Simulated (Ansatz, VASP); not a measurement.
# BAs: VASP beside Ansatz

One calculation is typed for both programs; each brings its own data sets. How far apart do they land? The cell is taken from a series of runs on this material, whose earlier steps may have relaxed, scaled, displaced or heated it; both programs get it as it stands.

Calculated with Ansatz 0.2.0; plane waves, with VASP 6.6.1 beside it; zone-centre phonons at LDA.

**1. The starting structure**

Symmetry: I-4m2, No. 119, tetragonal system. The conventional cell has a = 3.369 Å, b = 3.369 Å, c = 4.590 Å, α = 90.00°, β = 90.00°, γ = 90.00°. Nearest to B lie 4 As at 2.04 Å. Nearest to As lie 4 B at 2.04 Å. Farther neighbours are not listed.

As a file:

```cif
data_structure
_symmetry_space_group_name_H-M 'I-4m2'
_symmetry_Int_Tables_number 119
_cell_length_a 3.3687
_cell_length_b 3.3687
_cell_length_c 4.5897
_cell_angle_alpha 90.000
_cell_angle_beta 90.000
_cell_angle_gamma 90.000
_cell_volume 52.09
loop_
_atom_site_label
_atom_site_type_symbol
_atom_site_symmetry_multiplicity
_atom_site_Wyckoff_symbol
_atom_site_fract_x
_atom_site_fract_y
_atom_site_fract_z
_atom_site_occupancy
B1 B 2 a 0.00000 0.00000 0.00000 1
As1 As 2 d 0.50000 0.00000 0.25000 1
```

**2. Ansatz: zone-centre phonons, LDA**

Ansatz runs on its PAW soft_1 files.

Second derivatives magnify differences that forces hide, and they need a tight electronic threshold.

Input file input.yaml:

```yaml
crystal:
  lattice:
    - [0.0, 2.3820409394, 2.294856027]
    - [2.3820409394, 0.0, 2.294856027]
    - [2.3820409394, 2.3820409394, 0.0]
  atoms:
    - { symbol: B, position: [0.0, 0.0, 0.0] }
    - { symbol: As, position: [0.75, 0.75, 0.75] }
kpoints:
  mp_grid: { grid: [12, 12, 12] }
hamiltonian:
  xc: lda
  pseudopotentials: { kind: paw, azcp: { folder: soft_1 }, xc_functional: pbe }
scf:
  occupations: { method: fixed }
output:
  eigenvalues: true
phonons:
  method: dfpt
  dielectric: true
  rigid_motions: translations
```

Command:

```console
ansatz run input.yaml --threads 4 --pin off --max-ram 10240MiB --backend cpu --events-out ev --progress --plain --runs-dir out
```

Numbers of over 12 decimals in the logs are rounded to 6 here.

What it wrote:

```text
Engine: ansatz 0.2.0, aarch64-unknown-linux-gnu
Pseudopotentials: kind: paw
Pseudopotential: B, paw, valence charge 3, recommended cutoff 420 eV (normal), soft_1/B.paw.azcp
Pseudopotential: As, paw, valence charge 15, recommended cutoff 420 eV (normal), soft_1/As.paw.azcp
Functional definition: SPW92
  exchange = slater_x
  correlation = pw_c
Crystal: 2 atoms, lattice volume = 26.043 Å³
Basis set: ecut = 420 eV, 531 PW (Γ), exchange–correlation on 48×48×48 points (8 copies of the dense FFT grid, shifted against one another)
Bands: 13, of which v1, the nominal top of the filled ones, is band 9 counted from 1 (8 counted from 0)
Symmetry: 8 space group operations
k-points: 868 of 1728 (irreducible under 1 space group operation, time reversal used)
Non-local potential: B, projectors of the file, l = 0: 2, l = 1: 2, l = 2: 1
Non-local potential: As, projectors of the file, l = 0: 2, l = 1: 2, l = 2: 3, l = 3: 1
PAW form: soft (Blöchl's): semilocal exchange-correlation on the pseudo side does not see the compensation charge
PAW frozen core: B, regenerated for the run's functional, and the local potential with it (the file was generated under x = pbe(κ = 0.804, μ = 0.219515), c = pbe(β = 0.066725))
PAW frozen core: As, regenerated for the run's functional, and the local potential with it (the file was generated under x = pbe(κ = 0.804, μ = 0.219515), c = pbe(β = 0.066725))
PAW one-centre angular grid: B, 110 points (default); XC on 64 Gauss nodes
PAW one-centre angular grid: As, 590 points (default); XC on 64 Gauss nodes
Initial density: superposition of atomic densities (chi_scale 0.1, normalization cell, long waves kept (reshape's long-wave potential 0.00 eV rms))
Initial wavefunctions: pseudopotential atomic-orbital guess
Functional: x = slater, c = lda
SCF iter   1: F=—  HF=-4924.253177 eV  |F-HF|=—  |Δ(HF+E_count)|=         —  Δρ=8.12e-2  dr2=2.19e0  ethr=3.10e-3  ⟨swp⟩=4.4  Hψ=57720  notcnv=0  defer=1243
preconditioner: auto → none  [insulator: Δε(μ)=1.257 eV  Ē_g=12.803 eV  n_scr=8 (ndim 8)  ℏωp=20.6 eV  f_vac=0.000  ε∞_Penn≈3.6]
SCF iter   2: F=—  HF=-4923.563185 eV  |F-HF|=—  |Δ(HF+E_count)|=   6.90e-1  Δρ=2.55e-2  dr2=1.47e-1  ethr=3.10e-3  ⟨swp⟩=2.4  Hψ=24365  notcnv=0  defer=1339
SCF iter   3: F=—  HF=-4923.520773 eV  |F-HF|=—  |Δ(HF+E_count)|=   4.24e-2  Δρ=1.02e-2  dr2=1.84e-2  ethr=8.15e-4  ⟨swp⟩=2.1  Hψ=16108  notcnv=0  defer=1696
SCF iter   4: F=—  HF=-4923.516942 eV  |F-HF|=—  |Δ(HF+E_count)|=   3.83e-3  Δρ=3.72e-3  dr2=2.64e-3  ethr=1.02e-4  ⟨swp⟩=2.5  Hψ=20259  notcnv=0  defer=1717
SCF iter   5: F=—  HF=-4923.516076 eV  |F-HF|=—  |Δ(HF+E_count)|=   8.66e-4  Δρ=8.10e-4  dr2=9.28e-5  ethr=1.47e-5  ⟨swp⟩=3.1  Hψ=20877  notcnv=0  defer=1733
SCF iter   6: F=—  HF=-4923.516072 eV  |F-HF|=—  |Δ(HF+E_count)|=   3.93e-6  Δρ=8.59e-5  dr2=7.86e-7  ethr=5.16e-7  ⟨swp⟩=3.0  Hψ=20818  notcnv=0  defer=1720
SCF iter   7: F=—  HF=-4923.516072 eV  |F-HF|=—  |Δ(HF+E_count)|=   1.83e-7  Δρ=5.19e-6  dr2=2.85e-9  ethr=4.37e-9  ⟨swp⟩=2.0  Hψ=19030  notcnv=0
SCF iter   8: F=-4923.516072 eV  HF=-4923.516072 eV  |F-HF|=1.46e-11  |Δ(HF+E_count)|=  4.94e-10  Δρ=2.86e-7  dr2=7.93e-12  ethr=1.00e-12  ⟨swp⟩=7.8  Hψ=69951  notcnv=0
SCF 1 converged in 8 iterations: F = -4923.516072 eV  dr2 = 7.93e-12
  greatest PAW one-centre occupation: 0.999 electrons in one spin orbital (limit 2), on the As atom at site 1 (counted from 0), in its partial waves of l = 2
NSCF: frozen V_eff on 60 k-points
DFPT response loops at Γ: preconditioner auto → none (the input reference at scf.mixing.eps_inf says where Resta's filter doesn't serve); β = 0.50; Broyden in place of MSR1
── the response to a field inside a basis, on 12×12×12 k-points: an SCF that follows is theirs, and a resumed run solves both again ──
Bands: 10, of which v1, the nominal top of the filled ones, is band 9 counted from 1 (8 counted from 0)
k-points: 468 of 1728 (irreducible under 2 space group operations, time reversal used)
Initial density: handed on by an earlier stage of this run
Initial wavefunctions: pseudopotential atomic-orbital guess (no wavefunctions were taken with the density)
Eigensolver: Dense (468 Hₖ)
SCF iter   1: F=—  HF=-4923.516053 eV  |F-HF|=—  |Δ(HF+E_count)|=         —  Δρ=1.46e-4  dr2=1.30e-6  ethr=1.00e-1
preconditioner: auto → none  [insulator: Δε(μ)=0.745 eV  Ē_g=9.879 eV  n_scr=8 (ndim 8)  ℏωp=20.6 eV  f_vac=0.000  ε∞_Penn≈5.3]
SCF iter   2: F=—  HF=-4923.516053 eV  |F-HF|=—  |Δ(HF+E_count)|=   5.32e-9  Δρ=7.79e-5  dr2=4.28e-7  ethr=7.23e-9
SCF iter   3: F=-4923.516053 eV  HF=-4923.516053 eV  |F-HF|=4.68e-8  |Δ(HF+E_count)|=   1.46e-7  Δρ=1.57e-5  dr2=3.67e-8  ethr=2.38e-9
SCF 1 converged in 3 iterations: F = -4923.516053 eV  dr2 = 3.67e-8
DFPT response loops at Γ: mixed as the last ones told, above
SCF converged after 8 iterations
Free energy (F): -4923.516072 eV
Harris-Foulkes:  -4923.516072 eV  (|F-HF|=1.46e-11)
Internal energy: -4923.516072 eV  (E = F + TS)
E sigma→0 (E₀):  -4923.516072 eV
Fermi energy:    11.367319 eV
--- Per-component energies (eV) ---
  E_band       = -213.298274
  E_kinetic    = 149.345280
  E_local      = -1921.153378  (includes V_loc(G=0)·N_el)
  E_nonlocal   = -379.974837
  E_hartree    = 1087.501767
  E_xc         = -103.766374
  E_vxc        = -113.736400  (∫ρ·V_xc dr)
  E_paw        = -2005.352085  (= ΣΔE_a)
  E_vpaw       = -122.782417  (= ΣTr[D̂ρ^β])
  E_aug_tail   = -0.000003  (compensation charges beyond the density's cutoff)
  E_ewald      = -1752.237506
  E_core_change = 2.121063  (= ΣΔE_core)
  E_smearing   = -0.000000  (= −TS)
  E_closure    = 0.000000  (closes the sum)
  Σ components = -4923.516072   (vs F -4923.516072, Δ=0.00e0)
--- Band table (eV; the first three rows and the last of 868) ---
  k-point 0: bands = [... 5 lower, -4.6765, 11.0123, 11.0123, 11.3673, 14.2903, 14.5325, 14.5325, 16.3457]
  k-point 1: bands = [... 5 lower, -4.5580, 10.0590, 10.7756, 11.0454, 14.5110, 14.8142, 14.8240, 16.9093]
  k-point 2: bands = [... 5 lower, -4.2061, 8.1074, 10.2720, 10.5679, 14.5397, 15.3797, 15.4067, 18.1337]
  k-point 867: bands = [... 5 lower, -1.6610, 2.0541, 9.0158, 9.4602, 13.9902, 15.7836, 16.2121, 19.9625]
--- Phonons (Γ-DFPT): 4 representative perturbations + reference, on 868 of 1728 k-points (Σ response iterations 12) ---
  k mesh reduced under 1 symmetry operation, with k and −k counted as one. Each operation leaves every solved perturbation unchanged. A smaller set is not considered because the run solves the response to a homogeneous field
  ASR residual: 1.747e-4 → 0.000e0 eV/Å²; symmetrization residual: 2.505e-6 eV/Å²
  ASR residual per site (eV/Å²): 1.32e-4 1.75e-4
  Γ frequencies (cm⁻¹): 0.00 0.00 0.00 710.48 710.48 710.96
  ε∞ (high-frequency dielectric tensor):
        9.843085    -0.000000    -0.000000
       -0.000000     9.843085    -0.000000
       -0.000000    -0.000000     9.221961
  ε⁰ (static dielectric tensor: ions relaxed, cell fixed):
        9.970672    -0.000000    -0.000000
       -0.000000     9.970672    -0.000000
       -0.000000    -0.000000     9.371015
  ε⁰ − ε∞ (ionic part):
        0.127587    -0.000000     0.000000
       -0.000000     0.127587     0.000000
        0.000000     0.000000     0.149054
  softest optical mode at Γ: 710.48 cm⁻¹; the repairs (sum rule, projections) moved no ω² at Γ by more than (1.92 cm⁻¹)²
  Born effective charges Z* (e; rows j = field, columns β = displacement):
    site 0:
        -0.56746    0.00000   -0.00000
         0.00000   -0.56746    0.00000
        -0.00000    0.00000   -0.61375
    site 1:
         0.56746   -0.00000    0.00000
        -0.00000    0.56746   -0.00000
         0.00000   -0.00000    0.61375
  Z* charge neutrality: 2.547e-4 e pre-enforcement
  solved inside a basis spanned on kpoints, on 12×12×12 k-points, its susceptibility summed on 16×16×16: ε∞ is read to err by 2.7e-2, Z* by 1.6e-2 e (field_mesh: kpoints solves on kpoints); Z* is corrected for what the basis lacks
  optical modes at Γ without the LO–TO term, one row a degenerate level:
      ω (cm⁻¹)  modes    IR ((D/Å)²/amu)
        710.48      2             1.5728
        710.96      1             0.9199
  optical modes at Γ + LO–TO along q̂ = [1.0000, 0.0000, 0.0000]:
      ω (cm⁻¹)  modes    IR ((D/Å)²/amu)
        710.48      1             0.7864
        710.96      1             0.9199
        715.07      1             0.7864
  optical modes at Γ + LO–TO along q̂ = [0.0000, 1.0000, 0.0000]:
      ω (cm⁻¹)  modes    IR ((D/Å)²/amu)
        710.48      1             0.7864
        710.96      1             0.9199
        715.07      1             0.7864
  optical modes at Γ + LO–TO along q̂ = [0.0000, 0.0000, 1.0000]:
      ω (cm⁻¹)  modes    IR ((D/Å)²/amu)
        710.48      2             1.5728
        716.68      1             0.9199
```

Reading the cycles: dr2 is the Hartree energy of the density residual (eV), the measure of convergence; HF is the Harris–Foulkes estimate of the energy, which meets the free energy F at convergence.

(Part 1 of 2 ends here.)

[Lines on the potential files, build, host, timing and source positions are cut from VASP's logs without a mark.]

[Logs are printed without paths, hosts, clocks, repeated set-up lines and the standing remarks that a program may print on its own settings, such as how far it seeks lower states.]

[Hosts, paths, dates, database ids (printed as entryN), source tags and the programs' standing remarks are cut or masked in the printed files.]
